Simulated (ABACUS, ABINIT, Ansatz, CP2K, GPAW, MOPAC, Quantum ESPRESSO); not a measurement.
**The equilibrium volume of InAs, sorted by core time**

It takes space group F-43m (No. 216, cubic). The conventional cell has a = 6.036 Å, b = 6.036 Å, c = 6.036 Å, α = 90.00°, β = 90.00°, γ = 90.00°. In (site symmetry -43m) has 4 As at 2.61 Å as nearest neighbours. As (site symmetry -43m) is surrounded by 4 In at 2.61 Å.

```tsv
rung	level	program and potentials	cutoff (eV)	k mesh	smearing	task	core time	chip	equilibrium volume (Å³/atom)	miss	notes
LDA	LDA	Ansatz, all-electron LAPW, scalar-relativistic	-	8 × 8 × 8	fermi-dirac 0.05	relaxation of cell and atoms	34 s	Arm Neoverse V2	27.37	-1.5 %	-
GGA + dispersion	PBE+D4	Ansatz, all-electron LAPW, scalar-relativistic	-	8 × 8 × 8	fermi-dirac 0.05	relaxation of cell and atoms	39 s	Arm Neoverse V2	28.52	+2.6 %	-
tight binding or semi-empirical	PM7	MOPAC, the method's own minimal valence basis	-	1 × 1 × 1	none	equation of state	43 s	Intel Xeon Platinum 8488C Sapphire Rapids	27.81	+0.0 %	coarse mesh; Γ point of a 3 × 3 × 3 supercell
GGA + dispersion	RPBE+D4	Ansatz, all-electron LAPW, scalar-relativistic	-	8 × 8 × 8	fermi-dirac 0.05	relaxation of cell and atoms	45 s	Arm Neoverse V1	28.44	+2.3 %	-
GGA + dispersion	revPBE+D3(zero damping)	GPAW, the program's PAW data sets (release 1.2.1) made for this functional	600	6 × 6 × 6	fermi-dirac 0.05	equation of state	64 s	Arm Neoverse V1	28.77	+3.5 %	-
GGA + dispersion	RPBE+D4	GPAW, the program's PAW data sets (release 1.2.1) made for this functional	600	6 × 6 × 6	fermi-dirac 0.05	equation of state	74 s	Arm Neoverse V1	(a)	?	-
GGA	RPBE	Ansatz, all-electron LAPW, scalar-relativistic	-	8 × 8 × 8	fermi-dirac 0.05	relaxation of cell and atoms	81 s	Intel Xeon Skylake/Cascade Lake	30.60	+10.1 %	-
LDA	LDA	ABACUS, PseudoDojo NC SR 0.4.1 LDA standard, plane waves	1102	6 × 6 × 6	fermi-dirac 0.05	equation of state	98 s	Intel Xeon Platinum 8223CL Skylake/Cascade Lake	(b)	?	fit through 4 volumes
GGA	PBEsol	ABINIT, JTH PAW PBE v2.0	599	6 × 6 × 6	fermi-dirac 0.05	relaxation of cell and atoms	1.9 min	Arm Neoverse V1	28.26	+1.7 %	potentials made for PBE
LDA	LDA	CP2K, GTH_POTENTIALS In GTH-PADE-q13, As GTH-PADE-q5; TZVP-MOLOPT-PBE-GTH basis	-	8 × 8 × 8	fermi-dirac 0.01	equation of state	5 min	Intel Xeon Platinum 8488C Sapphire Rapids	27.47	-1.2 %	atomic basis
non-local van der Waals functional	rev-vdW-DF2	Quantum ESPRESSO, PseudoDojo 0.4.1 SR PBE standard	1143	8 × 8 × 8	fermi-dirac 0.05	equation of state	13 min	Arm Neoverse V1	28.93	+4.1 %	potentials made for PBE
```

Times are single runs on shared hosts and different chips, so they are rough; meshes, cutoffs and the tasks' sizes weigh on the time. All rows: no spin polarisation. Smearing widths are in eV. For a metal such meshes aren't converged. Meshes differ between rows, which moves values too. Meshes are those of the run's cell of 2 atoms unless a note names another. Relaxations start from the cell shown or near it and stop with a little pressure left. The cell shown, of 27.49 Å³ an atom, is the runs' start and not the measured value. Misses use the values as printed. Runs on faulty files, with rough fits or with known faults for this quantity aren't shown. No row holds spin-orbit coupling.

Measured: 27.8 Å³/atom at 298.15 K (a printed reference work). The runs are for a static lattice.

Estimate the values left out from the other rows.

(a) 28.35 Å³/atom, miss +2.0 %; (b) 27.36 Å³/atom, miss -1.6 %.
